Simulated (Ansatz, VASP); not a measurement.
Nb: VASP beside Ansatz

File INCAR:

```
PREC = Accurate
ENCUT = 520
EDIFF = 1E-6
ISMEAR = -1
SIGMA = 0.03
LREAL = False
LASPH = True
NELM = 60
ALGO = Normal
ISIF = 2
LWAVE = False
LCHARG = True
GGA = CA
LELF = True
LVHAR = True
NBANDS = 12
```

Contents of KPOINTS:

```
Automatic mesh
0
Gamma
  13 13 13
```

The input POSCAR:

```
Nb
1.0
    0.0000000000      2.1428321391      2.1428321391
    2.1428321391      0.0000000000      2.1428321391
    2.1428321391      2.1428321391      0.0000000000
Nb
1
Direct
    0.0000000000      0.0000000000      0.0000000000
```

Input for Ansatz:

```yaml
crystal:
  lattice:
    - [0.0, 2.1428321391, 2.1428321391]
    - [2.1428321391, 0.0, 2.1428321391]
    - [2.1428321391, 2.1428321391, 0.0]
  atoms:
    - { symbol: Nb, position: [0.0, 0.0, 0.0] }
kpoints:
  mp_grid: { grid: [13, 13, 13] }
  band_path:
    path:
      - [0.0, 0.0, 0.0]
      - [0.5, 0.0, 0.5]
      - [0.625, 0.25, 0.625]
      - [0.375, 0.375, 0.75]
      - [0.0, 0.0, 0.0]
      - [0.5, 0.5, 0.5]
      - [0.5, 0.25, 0.75]
      - [0.5, 0.0, 0.5]
    npoints: 5
scf:
  occupations: { method: fermi_dirac, width: 0.03 }
hamiltonian:
  xc: lda
  pseudopotentials: { kind: all_electron, lapw: { basis_error: 0.0005 } }
output:
  forces: true
  stress: true
  eigenvalues: true
```

Change from the starting cell: volume scaled by 1.04.

Alike in both runs: task single point; functional LDA; k mesh 13 × 13 × 13; occupations fermi-dirac, width 0.03 eV; no spin polarisation.

```csv
,VASP,Ansatz
version,VASP 6.6.1,Ansatz 0.2.0
potentials or method,"VASP PAW LDA potentials, release 64 (Nb_sv)","all-electron LAPW, scalar-relativistic"
plane-wave cutoff (eV),520,see its input
```

Ansatz gave:

```
pressure (GPa) : -15.6
```

Question: Estimate VASP's values.

Answer: Pressure (GPa): -15.7.

Ansatz ran all-electron here, so the differences hold the error of VASP's frozen core and of both bases.

Caveats: so large a pressure means that the cell lies far from this level's equilibrium, or that cutoff or potentials fall short (VASP).
